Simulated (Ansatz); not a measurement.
**NbP: one input, then a changed one**

The cell was built from the wurtzite type and relaxed in the same program, and has space group P6_3mc; it needn't be a known or the stable phase.

First run: DFT, PBE, all-electron LAPW, scalar-relativistic (Ansatz 0.2.0).

Command: `ansatz run input.yaml --threads 1 --pin off --max-ram 3072MiB --backend cpu --events-out ev --progress --plain --runs-dir out` The run took about 95 s on 1 thread of a shared machine.

```yaml
crystal:
  lattice:
    - [3.4419331712, 0.0, 0.0]
    - [-1.7209665856, 2.9808015644, 0.0]
    - [0.0, 0.0, 7.6750351891]
  atoms:
    - { symbol: Nb, position: [0.3333333333, 0.6666666667, 0.0304951889] }
    - { symbol: Nb, position: [0.6666666667, 0.3333333333, 0.5304951889] }
    - { symbol: P, position: [0.3333333333, 0.6666666667, 0.3455048111] }
    - { symbol: P, position: [0.6666666667, 0.3333333333, 0.8455048111] }
kpoints:
  mp_grid: { grid: [12, 12, 7] }
  band_path:
    path:
      - [0.0, 0.0, 0.0]
      - [0.5, 0.0, 0.0]
      - [0.3333333333, 0.3333333333, 0.0]
      - [0.0, 0.0, 0.0]
      - [0.0, 0.0, 0.5]
      - [0.5, 0.0, 0.5]
      - [0.3333333333, 0.3333333333, 0.5]
      - [0.0, 0.0, 0.5]
      - [0.5, 0.0, 0.5]
    npoints: 14
scf:
  occupations: { method: fermi_dirac, width: 0.03 }
hamiltonian:
  xc: pbe
  pseudopotentials: { kind: all_electron, lapw: { basis_error: 0.0005 } }
output:
  forces: true
  stress: true
  eigenvalues: true
  populations: true
  dos: { projected: true, de: 0.2, e_range: [-14, 8] }
```

Result: converged; pressure -0.01 GPa; no gap on the k mesh; 10 SCF iterations.

The input is then changed:

```diff
@@ -25,6 +25,8 @@
 scf:
   occupations: { method: fermi_dirac, width: 0.03 }
+  convergence: { dr2_threshold: 1.0e-05 }
+  mixing: { algorithm: msr1, beta: 0.05 }
 hamiltonian:
-  xc: pbe
+  xc: pbesol
   pseudopotentials: { kind: all_electron, lapw: { basis_error: 0.0005 } }
 output:
@@ -33,4 +35,3 @@
   eigenvalues: true
   populations: true
-  dos: { projected: true, de: 0.2, e_range: [-14, 8] }
```

Problem. Predict the outcome of the changed run.

Solution. It converged; pressure -3.98 GPa; largest force 0.048 eV/Å; no gap on the k mesh; 9 SCF iterations. Some of these settings are too coarse for converged properties.
